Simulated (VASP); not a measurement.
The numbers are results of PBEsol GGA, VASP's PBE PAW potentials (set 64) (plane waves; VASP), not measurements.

VASP ran on this input.

INCAR:
```
SYSTEM = BeO
PREC = Accurate
ENCUT = 520
EDIFF = 1E-7
NELM = 100
ALGO = Normal
LREAL = .FALSE.
LASPH = .TRUE.
ISMEAR = 0
SIGMA = 0.05
GGA = PS
LWAVE = .FALSE.
LCHARG = .FALSE.
ISIF = 4
IBRION = 2
NSW = 30
EDIFFG = -0.01
```

**KPOINTS**
```
Automatic mesh
0
Gamma
9 9 5
0 0 0
```

### POSCAR
```
BeO
1.0
  1.3200461894  -2.2863874676   0.0000000000
  1.3200461894   2.2863874676   0.0000000000
  0.0000000000   0.0000000000   4.2857794044
Be O
2 2
direct
  0.6666670000   0.3333330000   0.5000633700
  0.3333330000   0.6666670000   0.0000633700
  0.6666670000   0.3333330000   0.8779366300
  0.3333330000   0.6666670000   0.3779366300
```

POTCAR, in this order: Be O (PBE.64 set). Program: vasp_std.

What VASP printed:

**OSZICAR**
```
       N       E                     dE             d eps       ncg     rms          rms(c)
DAV:   1     0.638814736679E+02    0.63881E+02   -0.88494E+03   864   0.128E+03
DAV:   2    -0.284541719057E+02   -0.92336E+02   -0.85869E+02  1140   0.289E+02
DAV:   3    -0.316606958355E+02   -0.32065E+01   -0.31959E+01  1148   0.561E+01
DAV:   4    -0.316826343678E+02   -0.21939E-01   -0.21928E-01  1040   0.542E+00
DAV:   5    -0.316828916909E+02   -0.25732E-03   -0.25728E-03  1132   0.507E-01    0.876E+00
DAV:   6    -0.296334037565E+02    0.20495E+01   -0.64154E+00   976   0.233E+01    0.292E+00
DAV:   7    -0.295864094699E+02    0.46994E-01   -0.15235E-01  1044   0.385E+00    0.184E+00
DAV:   8    -0.295722489670E+02    0.14161E-01   -0.35596E-02   992   0.257E+00    0.262E-01
DAV:   9    -0.295711946800E+02    0.10543E-02   -0.33846E-03  1092   0.603E-01    0.587E-02
DAV:  10    -0.295713389956E+02   -0.14432E-03   -0.26994E-04   984   0.154E-01    0.283E-02
DAV:  11    -0.295713286351E+02    0.10361E-04   -0.40953E-05  1084   0.619E-02    0.463E-03
DAV:  12    -0.295713283656E+02    0.26953E-06   -0.22415E-06  1052   0.147E-02    0.654E-04
DAV:  13    -0.295713283707E+02   -0.51009E-08   -0.26466E-08   744   0.176E-03
   1 F= -.29571328E+02 E0= -.29571328E+02  d E =-.295713E+02
       N       E                     dE             d eps       ncg     rms          rms(c)
DAV:   1    -0.295713391469E+02   -0.10781E-04   -0.39546E-03   896   0.632E-01    0.951E-03
DAV:   2    -0.295713448098E+02   -0.56629E-05   -0.66098E-05  1132   0.852E-02    0.598E-03
DAV:   3    -0.295713439331E+02    0.87665E-06   -0.70367E-07  1028   0.117E-02    0.280E-03
DAV:   4    -0.295713437390E+02    0.19412E-06   -0.75817E-07  1068   0.998E-03    0.745E-04
DAV:   5    -0.295713437394E+02   -0.40768E-09   -0.11575E-07   572   0.385E-03
   2 F= -.29571344E+02 E0= -.29571344E+02  d E =-.153688E-04
```

OUTCAR:
```
------------------------ aborting loop because EDIFF is reached ----------------------------------------
  FORCE on cell =-STRESS in cart. coord.  units (eV):
  Direction    XX          YY          ZZ          XY          YZ          ZX
  --------------------------------------------------------------------------------------
  Total        2.4777581      2.4777590      2.5043288      0.0000000      0.0000000      0.0000000
  in kB      153.4513498    153.4514066    155.0969181      0.0000000      0.0000000      0.0000000
  external PRESSURE =     153.9998915 kB  Pullay stress =       0.0000000 kB
  volume of cell :       25.87
      direct lattice vectors                 reciprocal lattice vectors
     1.319973080 -2.286260862  0.000000000     0.378795604 -0.218697703 -0.000000000
     1.319973080  2.286260862  0.000000000     0.378795604  0.218697703  0.000000000
     0.000000000 -0.000000000  4.286254126    -0.000000000  0.000000000  0.233303946
 POSITION                                       TOTAL-FORCE (eV/Angst)
 -----------------------------------------------------------------------------------
      1.31997     -0.76209      2.14399         0.000000      0.000000     -0.001107
      1.31997      0.76209      0.00086         0.000000     -0.000000     -0.001107
      1.31997     -0.76209      3.76247        -0.000000     -0.000000      0.001107
      1.31997      0.76209      1.61935         0.000000      0.000000      0.001107
 -----------------------------------------------------------------------------------
    total drift:                                0.000000      0.001538      0.001063
  FREE ENERGIE OF THE ION-ELECTRON SYSTEM (eV)
  ---------------------------------------------------
  free  energy   TOTEN  =       -29.5713437394 eV

  energy  without entropy=      -29.5713437394  energy(sigma->0) =      -29.57134374

 reached required accuracy - stopping structural energy minimisation
```
(Selected blocks of OUTCAR.)

File CONTCAR:
```
BeO
   1.00000000000000
     1.3199730799537850   -2.2862608622151530    0.0000000000000000
     1.3199730799537850    2.2862608622151530    0.0000000000000000
     0.0000000000000000   -0.0000000000000000    4.2862541262756775
  Be              O
     2     2
Direct
     0.6666669999999968    0.3333330000000032    0.5002003062616676
     0.3333330000000032    0.6666669999999968    0.0002003062616675
     0.6666669999999968    0.3333330000000032    0.8777996937383326
     0.3333330000000032    0.6666669999999968    0.3777996937383326
```

The compound is BeO in the wurtzite structure. This cell is one point of a volume scan, at 0.94 of the reference volume. Symmetry was kept, so distortions that lower it aren't found.
